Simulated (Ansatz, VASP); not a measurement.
# BAs in two plane-wave programs, part 2 of 2

One calculation is typed for both programs; each brings its own data sets and cutoff. How far apart do they land?

VASP 6.6.1 and Ansatz 0.2.0.

So far: Starting point; Ansatz: G0W0 gap, PBE.

### 3. VASP: G0W0 gap, PBE

Level of this step: G0W0 on PBE; plane waves and PAW (As_GW, B_GW) (VASP).

The same cell, functional and mesh now go to VASP, with its own data sets and cutoff.

Lines of VASP's logs that name or quote its potential files are left out, and so is its time.

The run reads the wave functions of an earlier VASP run, which isn't shown here.

INCAR

```
SYSTEM = BAs
PREC = Accurate
ENCUT = 340
ISMEAR = 0
SIGMA = 0.01
LREAL = .FALSE.
GGA = PE
NBANDS = 88
ALGO = EVGW0
NELMGW = 1
ENCUTGW = 120
NOMEGA = 48
PRECFOCK = Fast
NBANDSGW = 16
LWAVE = .FALSE.
LCHARG = .FALSE.
```

POSCAR

```
BAs
1.0
    0.0000000000      2.3885000000      2.3885000000
    2.3885000000      0.0000000000      2.3885000000
    2.3885000000      2.3885000000      0.0000000000
As B
1 1
Direct
    0.7500000000      0.7500000000      0.7500000000
    0.0000000000      0.0000000000      0.0000000000
```

KPOINTS

```
Automatic mesh
0
Gamma
5 5 5
0 0 0
```

Potentials, in the order of the species: As_GW and B_GW (PBE family, release 64).

Command:

```console
mpirun -np 8 vasp_std
```

Numbers of over 12 decimals in the logs are rounded to 6 here.

Output:

```text
[banner, memory and clock lines left out]
running    8 mpi-ranks, on    1 nodes
 distrk:  each k-point on    8 cores,    1 groups
 distr:  one band on    1 cores,    8 groups

 POSCAR found type information on POSCAR AsB
 POSCAR found :  2 types and       2 ions
|                                                                             |
|           W    W    AA    RRRRR   N    N  II  N    N   GGGG   !!!           |
|           W    W   A  A   R    R  NN   N  II  NN   N  G    G  !!!           |
|           W    W  A    A  R    R  N N  N  II  N N  N  G       !!!           |
|           W WW W  AAAAAA  RRRRR   N  N N  II  N  N N  G  GGG   !            |
|           WW  WW  A    A  R   R   N   NN  II  N   NN  G    G                |
|           W    W  A    A  R    R  N    N  II  N    N   GGGG   !!!           |
|                                                                             |
|     For optimal performance we recommend to set                             |
|       NCORE = 2 up to number-of-cores-per-socket                            |
|     NCORE specifies how many cores store one orbital (NPAR=cpu/NCORE).      |
|     This setting can greatly improve the performance of VASP for DFT.       |
|     The default, NCORE=1 might be grossly inefficient on modern             |
|     multi-core architectures or massively parallel machines. Do your        |
|     Unfortunately you need to use the default for GW and RPA                |
|     calculations (for HF NCORE is supported but not extensively tested      |
|     yet).                                                                   |
|                                                                             |

|                                                                             |
|           W    W    AA    RRRRR   N    N  II  N    N   GGGG   !!!           |
|           W    W   A  A   R    R  NN   N  II  NN   N  G    G  !!!           |
|           W    W  A    A  R    R  N N  N  II  N N  N  G       !!!           |
|           W WW W  AAAAAA  RRRRR   N  N N  II  N  N N  G  GGG   !            |
|           WW  WW  A    A  R   R   N   NN  II  N   NN  G    G                |
|           W    W  A    A  R    R  N    N  II  N    N   GGGG   !!!           |
|                                                                             |
|     The default for ENCUTGWSOFT is different in this version of VASP.       |
|     please manually set ENCUTGWSOFT =120 in the INCAR file.                 |
|                                                                             |

 LDA part: xc-table for (Slater+PW92), standard interpolation
 found WAVECAR, reading the header
 POSCAR, INCAR and KPOINTS ok, starting setup
 FFT: planning ... GRIDC
 FFT: planning ... GRID_SOFT
 FFT: planning ... GRID
 reading WAVECAR
 the WAVECAR file was read successfully
 initial charge from wavefunction
 available memory per node:     79.68 GB, setting MAXMEM to     81593

 The Fermi energy was updated, please check that it is located mid-gap
 values below the HOMO (VB) or above the LUMO (CB) will cause erroneous energies
 E-fermi :   6.7649

 calculate exact exchange contribution
 the WAVEDER file was read successfully
energies w=
    0.000    0.000    0.499    0.000    0.996    0.000    1.488    0.000
    1.975    0.000    2.455    0.000    2.927    0.000    3.391    0.000
    3.845    0.000    4.291    0.000    4.729    0.000    5.160    0.000
    5.585    0.000    6.005    0.000    6.421    0.000    6.835    0.000
    7.249    0.000    7.664    0.000    8.083    0.000    8.506    0.000
    8.937    0.000    9.378    0.000    9.832    0.000   10.301    0.000
   10.789    0.000   11.300    0.000   11.839    0.000   12.411    0.000
   13.023    0.000   13.682    0.000   14.398    0.000   15.182    0.000
   16.049    0.000   17.019    0.000   18.114    0.000   19.367    0.000
   20.818    0.000   22.527    0.000   24.572    0.000   27.070    0.000
   30.195    0.000   34.222    0.000   39.605    0.000   47.162    0.000
   58.519    0.000   77.448    0.000  115.132    0.000  226.040    0.000
 responsefunction array rank=      88
 LDA part: xc-table for (Slater+PW92), standard interpolation

 min. memory requirement per mpi rank     66.9 MB, per node    535.3 MB

 allocating   6 responsefunctions rank=    88
 shmem allocating  48 responsefunctions rank=    88
 response function shared by NCSHMEM nodes    1
 Doing            6  frequencies on each core in blocks of           48
NQ=   1    0.0000    0.0000    0.0000,
|.........|.........|.........|.........|.........|.........|.........|.........
 performed        112000 updates of chi_q(r,r)
 total number of BLAS operations          3.79 Gflops
NQ=   2    0.2000    0.0000    0.0000,
|.........|.........|.........|.........|.........|.........|.........|.........
 performed        345000 updates of chi_q(r,r)
 total number of BLAS operations         14.85 Gflops
NQ=   3    0.4000    0.0000    0.0000,
|.........|.........|.........|.........|.........|.........|.........|.........
 performed        578000 updates of chi_q(r,r)
 total number of BLAS operations         25.92 Gflops
NQ=   4    0.2000    0.2000    0.0000,
|.........|.........|.........|.........|.........|.........|.........|.........
 performed        811000 updates of chi_q(r,r)
 total number of BLAS operations         36.70 Gflops
NQ=   5    0.4000    0.2000    0.0000,
|.........|.........|.........|.........|.........|.........|.........|.........
 performed       1179000 updates of chi_q(r,r)
 total number of BLAS operations         56.51 Gflops
NQ=   6   -0.4000    0.2000    0.0000,
|.........|.........|.........|.........|.........|.........|.........|.........
 performed       1547000 updates of chi_q(r,r)
 total number of BLAS operations         74.91 Gflops
NQ=   7   -0.2000    0.2000    0.0000,
|.........|.........|.........|.........|.........|.........|.........|.........
 performed       1870000 updates of chi_q(r,r)
 total number of BLAS operations         91.05 Gflops
NQ=   8    0.4000    0.4000    0.0000,
|.........|.........|.........|.........|.........|.........|.........|.........
 performed       2103000 updates of chi_q(r,r)
 total number of BLAS operations        104.22 Gflops
NQ=   9   -0.4000    0.4000    0.0000,
|.........|.........|.........|.........|.........|.........|.........|.........
 performed       2426000 updates of chi_q(r,r)
 total number of BLAS operations        122.04 Gflops
NQ=  10   -0.4000    0.4000    0.2000,
|.........|.........|.........|.........|.........|.........|.........|.........
 performed       2839000 updates of chi_q(r,r)
 total number of BLAS operations        145.38 Gflops
 resolving degeneracies of screened two electron integrals

 calculate QP shifts <psi_nk| G(iteration)W_0 |psi_nk>: iteration 1
 entering main loop
```

Parts of OUTCAR (step 3):

```text
ion  position               nearest neighbor table
   1  0.750  0.750  0.750-   2 2.07   2 2.07   2 2.07   2 2.07
   2  0.000  0.000  0.000-   1 2.07   1 2.07   1 2.07   1 2.07

  LATTYP: Found a face centered cubic cell.
 ALAT       =     4.7770000000

 Subroutine GETGRP returns: Found 24 space group operations
 (whereof 24 operations were pure point group operations)

The static configuration has the point symmetry T_d .

 Found     10 irreducible k-points:

   k-points           NKPTS =     10   k-points in BZ     NKDIM =    125   number of bands    NBANDS=     88

   dimension x,y,z NGX =    20 NGY =   20 NGZ =   20
   dimension x,y,z NGXF=    40 NGYF=   40 NGZF=   40

   ENCUT  =  340.0 eV  24.99 Ry    5.00 a.u.   5.08  5.08  5.08*2*pi/ulx,y,z

   NELECT =       8.0000    total number of electrons

  energy-cutoff  :      340.00
  volume of cell :       27.25
      direct lattice vectors                 reciprocal lattice vectors
     0.000000000  2.388500000  2.388500000    -0.209336404  0.209336404  0.209336404
     2.388500000  0.000000000  2.388500000     0.209336404 -0.209336404  0.209336404
     2.388500000  2.388500000  0.000000000     0.209336404  0.209336404 -0.209336404

 k-points in reciprocal lattice and weights: Automatic mesh
   0.00000000  0.00000000  0.00000000       0.008
   0.20000000  0.00000000  0.00000000       0.064
   0.40000000  0.00000000  0.00000000       0.064
   0.20000000  0.20000000  0.00000000       0.048
   0.40000000  0.20000000  0.00000000       0.192
  -0.40000000  0.20000000  0.00000000       0.192
  -0.20000000  0.20000000  0.00000000       0.096
   0.40000000  0.40000000  0.00000000       0.048
  -0.40000000  0.40000000  0.00000000       0.096
  -0.40000000  0.40000000  0.20000000       0.192

 E-fermi :   6.7649

 QP shifts <psi_nk| G(iteration)W_0 |psi_nk>: iteration 1
 for sc-GW calculations column KS-energies equals QP-energies in previous step
 and V_xc(KS)=  KS-energies - (<T + V_ion + V_H > + <T+V_H+V_ion>^1  + <V_x>^1)
 k-point   1 :       0.0000    0.0000    0.0000
  band No.  KS-energies  QP-energies   sigma(KS)   V_xc(KS)     V^pw_x(r,r')   Z            occupation Imag(sigma)
      1      -9.2299      -9.9630     -12.7000     -11.6540     -19.5965       0.7008       2.0000       1.2398
      2       6.1837       5.7452     -13.1455     -12.5888     -14.1000       0.7877       2.0000       0.0754
      3       6.1837       5.7452     -13.1455     -12.5888     -14.1000       0.7877       2.0000       0.0754
      4       6.1837       5.7452     -13.1455     -12.5888     -14.1000       0.7877       2.0000       0.0754
      5       9.4459       9.7977     -10.9394     -11.3886      -6.6960       0.7832       0.0000      -0.0691
      6       9.4459       9.7977     -10.9394     -11.3886      -6.6960       0.7832       0.0000      -0.0691
      7       9.4459       9.7977     -10.9394     -11.3886      -6.6960       0.7832       0.0000      -0.0691
      8      10.8393      11.4766     -11.7803     -12.6181      -6.5931       0.7608       0.0000      -0.1058
    ...

 k-point   2 :       0.2000    0.0000    0.0000
  band No.  KS-energies  QP-energies   sigma(KS)   V_xc(KS)     V^pw_x(r,r')   Z            occupation Imag(sigma)
      1      -8.5807      -9.3002     -12.7256     -11.7134     -19.3961       0.7108       2.0000       1.1678
      2       2.4163       1.8336     -12.7146     -11.9517     -14.8773       0.7637       2.0000       0.1208
      3       5.3052       4.8413     -12.9683     -12.3766     -14.1577       0.7840       2.0000       0.0810
      4       5.3052       4.8413     -12.9683     -12.3766     -14.1577       0.7840       2.0000       0.0810
      5       9.3736       9.7574     -11.1342     -11.6266      -6.6815       0.7796       0.0000      -0.0750
      6      10.5614      10.9335     -11.0510     -11.5299      -6.4558       0.7771       0.0000      -0.0849
      7      10.5614      10.9335     -11.0510     -11.5299      -6.4558       0.7771       0.0000      -0.0849
      8      13.3505      13.8284     -11.4398     -12.0776      -5.6677       0.7493       0.0000      -0.1801
    ...

 k-point   3 :       0.4000    0.0000    0.0000
  band No.  KS-energies  QP-energies   sigma(KS)   V_xc(KS)     V^pw_x(r,r')   Z            occupation Imag(sigma)
      1      -6.8924      -7.5437     -12.8672     -11.9687     -18.9329       0.7248       2.0000       0.9468
      2      -1.7527      -2.4460     -12.4012     -11.4485     -16.4052       0.7277       2.0000       0.3351
      3       4.4704       3.9574     -12.9826     -12.3247     -14.5371       0.7797       2.0000       0.0919
      4       4.4704       3.9574     -12.9826     -12.3247     -14.5371       0.7797       2.0000       0.0919
      5       8.9179       9.2665     -11.1693     -11.6159      -6.7624       0.7805       0.0000      -0.0749
      6      10.9889      11.2964     -10.5985     -10.9932      -5.7975       0.7790       0.0000      -0.1001
      7      10.9889      11.2964     -10.5985     -10.9932      -5.7975       0.7790       0.0000      -0.1001
      8      15.0368      15.2333      -9.7795     -10.0402      -3.5457       0.7539       0.0000      -0.2662
    ...

 k-point   4 :       0.2000    0.2000    0.0000
  band No.  KS-energies  QP-energies   sigma(KS)   V_xc(KS)     V^pw_x(r,r')   Z            occupation Imag(sigma)
      1      -8.3605      -9.0730     -12.7286     -11.7306     -19.3232       0.7139       2.0000       1.1409
      2       3.1824       2.6510     -13.1749     -12.4830     -15.1273       0.7681       2.0000       0.1113
      3       4.0476       3.5195     -12.7229     -12.0436     -14.3001       0.7774       2.0000       0.0909
      4       4.0476       3.5195     -12.7229     -12.0436     -14.3001       0.7774       2.0000       0.0909
      5       8.1611       8.3783     -10.5110     -10.7858      -6.4511       0.7905       0.0000      -0.0654
      6      11.4831      11.8193     -10.5970     -11.0340      -5.4183       0.7692       0.0000      -0.1187
      7      12.5033      12.9383     -11.3683     -11.9380      -6.1874       0.7636       0.0000      -0.1315
      8      12.5033      12.9383     -11.3683     -11.9380      -6.1874       0.7636       0.0000      -0.1315
    ...

[... 4 further parts left out ...]
```

### 4. Differences

Known differences besides the potentials themselves: the two programs' PAW sets differ in cores and partial waves; the data sets hold 18 valence electrons in Ansatz (default PAW (the set named soft_2) files) and 8 in VASP; the cutoff is 420 eV in Ansatz and 340 eV in VASP; VASP leaves aspherical gradient terms in its spheres out (LASPH is not set), Ansatz keeps them; Ansatz integrates over frequency by contour deformation, VASP on a grid of NOMEGA points. Total energies have different zeros and are not compared.

The two programs side by side:

```
                 quantity  Ansatz  VASP  difference
G0W0 gap on the mesh (eV)    1.74  1.69       +0.05
    PBE gap under it (eV)    1.18  1.16       +0.02
```

### 5. Outcome

| Quantity | Value |
| --- | --- |
| difference in G0W0 gap on the mesh (G0W0 gap, PBE) | 0.052 eV |

What this shows: The difference in G0W0 gap on the mesh is 0.052 eV (G0W0 gap, PBE), within the 0.15 eV picked in this series as the mark of a large difference. How closely two codes agree says nothing of how well the functional describes the real material.

[Lines on the potential files, build, host, timing and source positions are cut from VASP's logs without a mark.]

[Logs are printed without paths, hosts, clocks, repeated set-up lines and the standing remarks that a program may print on its own settings, such as how far it seeks lower states.]

[Hosts, paths, dates, database ids (printed as entryN), source tags and the programs' standing remarks are cut or masked in the printed files.]
